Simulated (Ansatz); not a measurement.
Here is the system:

RuO₂:
```
RuO2
1.0
    4.42571     0.00000     0.00000
    0.00000     4.42571     0.00000
    0.00000     0.00000     3.07422
Ru O
2 4
Direct
  0.50000   0.50000   0.50000
  0.00000   0.00000   0.00000
  0.80640   0.19360   0.50000
  0.19360   0.80640   0.50000
  0.30640   0.30640   0.00000
  0.69360   0.69360   0.00000
```

This is the LDA-relaxed structure.

### Question
All from LDA (plane waves, PAW; program Ansatz), unless another level is named. Predict the electronic character.

### Answer
metallic (no gap).

### Question
Next, the formation energy from the elements (no fitted shifts)?

### Answer
-1.20 eV/atom.

### Question
Give the density of states at the Fermi level.

### Answer
0.57 states/eV per atom (mean over ±0.08 eV).

Space group P4_2/mnm (rutile). Symmetry was held in the LDA relaxation; of distortions, only those at the zone centre were tested. No spin polarisation was allowed. The references are the lowest solids computed at this level, not always the standard phases (solids in place of the gases). Spin–orbit coupling is left out wherever it is not named.

Potentials: the later of the program's two PAW sets.
